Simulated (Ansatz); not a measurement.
# Li2S: the cost of one run

Method: DFT PBE, scalar-relativistic, plane waves, PAW, in Ansatz 0.2.0.

The COD entry's cell or inner coordinates are ideal or old and differ from later refinements, so a difference from it is no clean test against experiment.

## (1) The structure to begin with

It takes space group Fm-3m (No. 225, cubic). The conventional cell has a = 5.689 Å, b = 5.689 Å, c = 5.689 Å, α = 90.00°, β = 90.00°, γ = 90.00°. Li (site symmetry -43m) has 4 S at 2.46 Å as nearest neighbours. S (site symmetry m-3m) is surrounded by 8 Li at 2.46 Å.

Coordinates:

```
Li S
1.0
     0.00000    2.84450    2.84450
     2.84450    0.00000    2.84450
     2.84450    2.84450    0.00000
Li S
2 1
Direct
  0.25000 0.25000 0.25000
  0.75000 0.75000 0.75000
  0.00000 0.00000 0.00000
```

The structure rests on an entry of the Crystallography Open Database; cell or positions may have been set otherwise for this series.

## (2) Relaxing cell and atoms: Li2S, no spin

File input.yaml:

```yaml
crystal:
  lattice:
    - [0.0, 2.8445, 2.8445]
    - [2.8445, 0.0, 2.8445]
    - [2.8445, 2.8445, 0.0]
  atoms:
    - { symbol: Li, position: [0.25, 0.25, 0.25] }
    - { symbol: Li, position: [0.75, 0.75, 0.75] }
    - { symbol: S, position: [0.0, 0.0, 0.0] }
scf:
  occupations: { method: gaussian, width: 0.02 }
output:
  forces: true
  stress: true
  eigenvalues: true
hamiltonian:
  xc: pbe
kpoints:
  mp_grid: { grid: [8, 8, 8] }
relax:
  f_tol: 0.005
  cell: { stress_tol: 0.02 }
```

Command:

```console
$ ansatz run input.yaml --threads 4 --pin off --max-ram 14336MiB --backend cpu --events-out ev --progress --plain --runs-dir out
```

**Question.** How long does this run take on 4 threads of AMD EPYC 7R43 (Zen 3), shared host, and how much memory does it need?

About 2.1 s, with a peak of 0.35 GiB.
